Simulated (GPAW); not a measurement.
# Au (Fm-3m) in GPAW: convergence with k mesh

Aim: find how far k mesh must go before the results for Au settle, at WC. This setting moves, with any that are tied to it; all else stays.

Everything below comes from runs of GPAW 26.7.0. Logs are shortened: lines on timing, memory, paths and dates and some standing lists are left out, and cuts for length are marked. The log counts tension as positive stress, the text compression.

## 1. Starting point

Symmetry: Fm-3m, No. 225, cubic system. Conventional cell: a = 4.070 Å, b = 4.070 Å, c = 4.070 Å, α = 90.00°, β = 90.00°, γ = 90.00°. Au (site symmetry m-3m) is surrounded by 12 Au at 2.88 Å.

## 2. With k mesh 3 × 3 × 3

File run.py:

```python
import json
import numpy as np
from ase.dft.bandgap import bandgap
from ase.io import read, write
from ase.units import GPa
from gpaw import GPAW, PW, setup_paths

setup_paths.insert(0, '.')

atoms = read('Au.xyz')

calc = GPAW(mode=PW(450),
            xc='WC',
            kpts={'size': (3, 3, 3), 'gamma': True},
            occupations={'name': 'fermi-dirac', 'width': 0.05},
            nbands=14,
            convergence={'density': 1e-05, 'energy': 1e-05},
            maxiter=150,
            txt='gpaw.txt')
atoms.calc = calc
energy = atoms.get_potential_energy()
forces = atoms.get_forces()
stress = atoms.get_stress()
calc.write('gs.gpw')
write('result.traj', atoms)
print(f'Energy: {energy:.6f} eV')
print('Forces (eV/A):')
print(forces.round(4))
print('Stress (GPa):', (stress / GPa).round(3))
print('Fermi level:', round(calc.get_fermi_level(), 4), 'eV')
print(f'Gap: {bandgap(calc)[0]:.4f} eV, direct: {bandgap(calc, direct=True)[0]:.4f} eV')

size = (6, 6, 6)
dense = calc.fixed_density(kpts={'size': size, 'gamma': True}, update_fermi_level=True,
                           convergence={'bands': 'CBM+2.0', 'eigenstates': 1e-7}, txt='dense.txt')
ef = dense.get_fermi_level()
index = np.round(dense.get_bz_k_points() * size).astype(int) % size
recip = 2 * np.pi * atoms.cell.reciprocal()
sheets = []
for s, e_kn in enumerate(dense.eigenvalues()):
    for n in range(e_kn.shape[1] - 2):
        if e_kn[:, n].min() < ef < e_kn[:, n].max():
            e = np.empty(size)
            e[tuple(index.T)] = e_kn[dense.get_bz_to_ibz_map(), n] - ef
            de = np.array([(np.roll(e, -1, c) - np.roll(e, 1, c)) * size[c] / 2 for c in range(3)])
            v = np.linalg.norm(np.einsum('vc,cxyz->vxyz', np.linalg.inv(recip), de), axis=0)
            w = np.exp(-(e / 0.1)**2) / (0.1 * np.pi**0.5)
            sheets.append({'spin': s, 'band': n, 'filled': (e < 0).mean(), 'dos': w.mean(), 'bottom': e.min(), 'top': e.max(),
                           'velocity': (w * v).sum() / w.sum() * 1.519267e5, 'slice': e[:, :, 0].round(3).tolist()})
            print(f'spin {s} band {n}: filled share {sheets[-1]["filled"]:.3f}, from {e.min():.3f} to {e.max():.3f} eV,',
                  f'{w.mean():.3f} states/eV, mean velocity {sheets[-1]["velocity"]:.3e} m/s')
print('Fermi level on the dense mesh:', round(ef, 4), 'eV,', len(sheets), 'sheets')
json.dump({'ef': ef, 'sheets': sheets}, open('fermi.json', 'w'))
```

File Au.xyz:

```xyz
1
Lattice="0.0000000000 2.0350000000 2.0350000000 2.0350000000 0.0000000000 2.0350000000 2.0350000000 2.0350000000 0.0000000000" Properties=species:S:1:pos:R:3 pbc="T T T"
Au     0.0000000000      0.0000000000      0.0000000000
```

Potentials or basis: PAW data sets generated in the run's folder for this functional, pw.

Launch:

```bash
gpaw-setup -f WC Au
OMP_NUM_THREADS=1 python run.py
```

Run time: 7.4 s. Hardware: 1 thread of Arm Neoverse V1, shared host; peak memory 0.13 GiB.

What came out:

```
Free energy            : -4.1408 eV
Pressure               : -0.5 GPa
Band gap on the k mesh : none (metal or under the smearing width)
```

## 3. With k mesh 4 × 4 × 4

run.py, as its differences from that of step 2:

```diff
@@ -13,3 +13,3 @@
             xc='WC',
-            kpts={'size': (3, 3, 3), 'gamma': True},
+            kpts={'size': (4, 4, 4), 'gamma': True},
             occupations={'name': 'fermi-dirac', 'width': 0.05},
```

Au.xyz is that of step 2.

Potentials or basis: PAW data sets generated in the run's folder for this functional, pw.

Launch:

```bash
gpaw-setup -f WC Au
OMP_NUM_THREADS=1 python run.py
```

It took 7.6 s on 1 thread of Arm Neoverse V1, shared host; peak memory 0.13 GiB.

Results:

```
Free energy            : -3.5251 eV
Pressure               : 7.9 GPa
Band gap on the k mesh : none (metal or under the smearing width)
```

## 4. With k mesh 5 × 5 × 5

run.py, as its differences from that of step 3:

```diff
@@ -13,3 +13,3 @@
             xc='WC',
-            kpts={'size': (4, 4, 4), 'gamma': True},
+            kpts={'size': (5, 5, 5), 'gamma': True},
             occupations={'name': 'fermi-dirac', 'width': 0.05},
@@ -32,3 +32,3 @@
 
-size = (6, 6, 6)
+size = (8, 8, 8)
 dense = calc.fixed_density(kpts={'size': size, 'gamma': True}, update_fermi_level=True,
```

Au.xyz is that of step 3.

Launch:

```bash
gpaw-setup -f WC Au
OMP_NUM_THREADS=1 python run.py
```

It took 8.5 s on 1 thread of Arm Neoverse V1, shared host; peak memory 0.13 GiB.

Results (log left out):

```
Free energy            : -3.8476 eV
Pressure               : 4.6 GPa
Band gap on the k mesh : none (metal or under the smearing width)
```

## 5. With k mesh 7 × 7 × 7

run.py, as its differences from that of step 4:

```diff
@@ -13,3 +13,3 @@
             xc='WC',
-            kpts={'size': (5, 5, 5), 'gamma': True},
+            kpts={'size': (7, 7, 7), 'gamma': True},
             occupations={'name': 'fermi-dirac', 'width': 0.05},
@@ -32,3 +32,3 @@
 
-size = (8, 8, 8)
+size = (12, 12, 12)
 dense = calc.fixed_density(kpts={'size': size, 'gamma': True}, update_fermi_level=True,
```

Au.xyz is that of step 4.

Launch:

```bash
gpaw-setup -f WC Au
OMP_NUM_THREADS=1 python run.py
```

It took 12 s on 1 thread of Arm Neoverse V1, shared host; peak memory 0.14 GiB.

It converged, with:

```yaml
Free_energy: -3.7893 eV
Pressure: 5.2 GPa
Band_gap_on_the_k_mesh: none (metal or under the smearing width)
```

## 6. With k mesh 9 × 9 × 9

run.py, as its differences from that of step 5:

```diff
@@ -13,3 +13,3 @@
             xc='WC',
-            kpts={'size': (7, 7, 7), 'gamma': True},
+            kpts={'size': (9, 9, 9), 'gamma': True},
             occupations={'name': 'fermi-dirac', 'width': 0.05},
@@ -32,3 +32,3 @@
 
-size = (12, 12, 12)
+size = (14, 14, 14)
 dense = calc.fixed_density(kpts={'size': size, 'gamma': True}, update_fermi_level=True,
```

Au.xyz is that of step 5.

Potentials or basis: PAW data sets generated in the run's folder for this functional, pw.

Launch:

```bash
gpaw-setup -f WC Au
OMP_NUM_THREADS=1 python run.py
```

It took 15 s on 1 thread of Arm Neoverse V1, shared host; peak memory 0.15 GiB.

Results (log left out):

```
Free energy            : -3.7607 eV
Pressure               : 5.3 GPa
Band gap on the k mesh : none (metal or under the smearing width)
```

## 7. With k mesh 10 × 10 × 10

run.py, as its differences from that of step 6:

```diff
@@ -13,3 +13,3 @@
             xc='WC',
-            kpts={'size': (9, 9, 9), 'gamma': True},
+            kpts={'size': (10, 10, 10), 'gamma': True},
             occupations={'name': 'fermi-dirac', 'width': 0.05},
@@ -32,3 +32,3 @@
 
-size = (14, 14, 14)
+size = (16, 16, 16)
 dense = calc.fixed_density(kpts={'size': size, 'gamma': True}, update_fermi_level=True,
```

Au.xyz is that of step 6.

Launch:

```bash
gpaw-setup -f WC Au
OMP_NUM_THREADS=1 python run.py
```

Run time: 18 s. Hardware: 1 thread of Arm Neoverse V1, shared host; peak memory 0.16 GiB.

Results (log left out):

| Item | Value |
| --- | --- |
| Free energy | -3.7151 eV |
| Pressure | 5.8 GPa |
| Band gap on the k mesh | none (metal or under the smearing width) |

## 8. With k mesh 12 × 12 × 12

run.py, as its differences from that of step 7:

```diff
@@ -13,3 +13,3 @@
             xc='WC',
-            kpts={'size': (10, 10, 10), 'gamma': True},
+            kpts={'size': (12, 12, 12), 'gamma': True},
             occupations={'name': 'fermi-dirac', 'width': 0.05},
@@ -32,3 +32,3 @@
 
-size = (16, 16, 16)
+size = (18, 18, 18)
 dense = calc.fixed_density(kpts={'size': size, 'gamma': True}, update_fermi_level=True,
```

Au.xyz is that of step 7.

Potentials or basis: PAW data sets generated in the run's folder for this functional, pw.

Launch:

```bash
gpaw-setup -f WC Au
OMP_NUM_THREADS=1 python run.py
```

gpaw.txt:

```text
__  _  _
 | _ |_)|_||  |
 |__||  | ||/\| - 26.7.0

Input parameters:
  mode=PW(ecut=450.00000000000006),
  convergence={'density': 1e-05, 'energy': 1e-05},
  kpts=MonkhorstPack(size=(12, 12, 12), gamma=True),
  maxiter=150,
  nbands=14,
  occupations=Occupations(name='fermi-dirac', width=0.05),
  xc=XC(name='WC')

Diagonalizing LCAO Hamiltonian
Converting LCAO to pw mode

       Au

Atoms  # Å, Bohr magnetons
|   | symbol |        x |        y |        z |    initial magnetic moments |
|---|--------|----------|----------|----------|-----------------------------|
| 0 |     Au | 0.000000 | 0.000000 | 0.000000 | ( 0.0000,  0.0000,  0.0000) |

Unit cell  # Å
| periodic |        x |        y |        z |  lengths |    angles |
|----------|----------|----------|----------|----------|-----------|
|      yes | 0.000000 | 2.035000 | 2.035000 | 2.877925 | 60.000000 |
|      yes | 2.035000 | 0.000000 | 2.035000 | 2.877925 | 60.000000 |
|      yes | 2.035000 | 2.035000 | 0.000000 | 2.877925 | 60.000000 |

Number of symmetries: 48
Symmetry operations  # r_c * U_cc + t_c -> r_c
|    | kind |            matrix            |
|----|------|------------------------------|
|  0 |  σ   |  1, 0, 0,  1, 0,-1,  1,-1, 0 |
|  1 |  C2  |  1, 0, 0,  1,-1, 0,  1, 0,-1 |
|  2 |  E   |  1, 0, 0,  0, 1, 0,  0, 0, 1 |
|  3 |  σ   |  1, 0, 0,  0, 0, 1,  0, 1, 0 |
|  4 |  C4  |  1, 0,-1,  1, 0, 0,  1,-1, 0 |
|  5 |  S6  |  1, 0,-1,  1,-1, 0,  1, 0, 0 |
|  6 |  σ   |  1, 0,-1,  0, 1,-1,  0, 0,-1 |
|  7 |  C3  |  1, 0,-1,  0, 0,-1,  0, 1,-1 |
|  8 |  S6  |  1,-1, 0,  1, 0, 0,  1, 0,-1 |
|  9 |  C4  |  1,-1, 0,  1, 0,-1,  1, 0, 0 |
| 10 |  C3  |  1,-1, 0,  0,-1, 1,  0,-1, 0 |
| 11 |  σ   |  1,-1, 0,  0,-1, 0,  0,-1, 1 |
| 12 |  σ   |  0, 1, 0,  1, 0, 0,  0, 0, 1 |
| 13 |  C4  |  0, 1, 0,  0, 1,-1, -1, 1, 0 |
| 14 |  C3  |  0, 1, 0,  0, 0, 1,  1, 0, 0 |
| 15 |  S6  |  0, 1, 0, -1, 1, 0,  0, 1,-1 |
| 16 |  C2  |  0, 1,-1,  1, 0,-1,  0, 0,-1 |
| 17 |  σ   |  0, 1,-1,  0, 1, 0, -1, 1, 0 |
| 18 |  S4  |  0, 1,-1,  0, 0,-1,  1, 0,-1 |
| 19 |  C4  |  0, 1,-1, -1, 1, 0,  0, 1, 0 |
| 20 |  C3  |  0, 0, 1,  1, 0, 0,  0, 1, 0 |
[... 113 lines left out ...]
  Good broyden scale: 1.0
  Trust region scale: 1.0
  Backstep threshold: 4.0
  History deletion threshold: 6.0
  Fourier metric: weight=20.0, sigma=0.015

occupation numbers:
  Fermi-Dirac:
    width: 0.0500  # eV

poisson solver:
  ecut: 3600.0000000000005  # eV

xc functional:
  name: WC with 2 nearest neighbor stencil

convergence criteria:
- Maximum integral of absolute [dens]ity change: 1e-05 electrons / valence electron
- Maximum [total energy] change in last 3 cyles: 1e-05 eV / valence electron
- Maximum integral of absolute [eigenst]ate change: 4e-08 eV^2 / valence electron
maximum number of iterations: 150

SCF iterations
|iter     | |      energy | eigst |  dens |
|---------|-|-------------|-------|-------|
|iter:   1| |   -4.054377 | -0.47 |       |
|iter:   2| |   -3.987589 | -2.94 | -1.07 |
|iter:   3| |   -3.730791 | -2.25 | -1.12 |
|iter:   4| |   -3.727850 | -4.36 | -2.06 |
|iter:   5| |   -3.726846 | -4.35 | -2.35 |
|iter:   6| |   -3.726845 | -7.35 | -3.87 |
|iter:   7| |   -3.726845c| -7.50c| -4.18 |
|iter:   8| |   -3.726845c| -9.11c| -5.29c|

Converged in 8 steps
Energy contributions relative to reference atoms: (reference = -516564.197481)

Energy contributions:
  Kinetic:          -7.186749
  Coulomb:           5.915037
  Zero:              0.147711
  External:          0.000000
  Xc:               -2.601288
  Entropy:          -0.003114
  Spinorbit:         0.000000
  ----------------------------
  Free energy:      -3.728402
  Extrapolated:     -3.726845

dipole moment: (-13.944510, -13.944510, -13.944510)  # |e|*Ang

Fermi level: 9.911
Eigenvalues  # (at kpt = [-0.000, -0.000, -0.000])
| band index |      eig [eV] | occ [0-2] |
|------------|---------------|-----------|
|          0 |        -0.041 |     2.000 |
|          1 |         5.230 |     2.000 |
|          2 |         5.230 |     2.000 |
|          3 |         5.230 |     2.000 |
|          4 |         6.785 |     2.000 |
|          5 |         6.785 |     2.000 |
|          6 |        25.883 |     0.000 |
|          7 |        29.666 |     0.000 |
|          8 |        29.666 |     0.000 |
|          9 |        29.666 |     0.000 |
|         10 |        33.663 |     0.000 |
|         11 |        38.057 |     0.000 |
|         12 |        38.057 |     0.000 |
|         13 |        38.057 |     0.000 |

No gap
No difference between direct/indirect transitions

Forces  # eV/Ang
|       x |        y |        z |
|---------|----------|----------|
| 0.00000 | -0.00000 | -0.00000 |  # Au   0

Stress tensor  # eV/Ang^3
|         x |         y |         z |
|-----------|-----------|-----------|
| -0.033387 | -0.000000 | -0.000000 |
| -0.000000 | -0.033387 |  0.000000 |
| -0.000000 |  0.000000 | -0.033387 |

# Writing to gs.gpw (mode='')
```

Wall time 23 s (1 thread of Arm Neoverse V1, shared host); peak memory 0.17 GiB.

Results:

```
Free energy            : -3.7284 eV
Pressure               : 5.3 GPa
Band gap on the k mesh : none (metal or under the smearing width)
```

## 9. Result

| k mesh | energy less the tightest run, at zero smearing (meV/atom) | pressure (GPa) | SCF cycles | CPU time (s) | peak memory (GiB) |
| --- | --- | --- | --- | --- | --- |
| 3 × 3 × 3 | -404.81 | -0.51 | 8 | 7.4 | 0.13 |
| 4 × 4 × 4 | 204.83 | 7.87 | 8 | 7.6 | 0.13 |
| 5 × 5 × 5 | -118.16 | 4.61 | 8 | 8.5 | 0.13 |
| 7 × 7 × 7 | -61.83 | 5.17 | 8 | 12 | 0.14 |
| 9 × 9 × 9 | -33.56 | 5.33 | 8 | 15 | 0.15 |
| 10 × 10 × 10 | 14.00 | 5.84 | 8 | 18 | 0.16 |
| 12 × 12 × 12 | 0.00 | 5.35 | 8 | 23 | 0.17 |

Not settled before the last step: the energy (to 1 meV/atom), the pressure (to 0.1 GPa). Meshes of other sizes hit other points, so gaps and Fermi surfaces needn't settle smoothly. The tightest run that finished is the yardstick and may itself not be fully converged.

Caveats: with this Au data set, volumes or pressures lay over 1.5 % or 2 GPa off other programs in two to four cells of ten; the cutoff is short for stress and forces, so pressures can be off by a GPa or more.
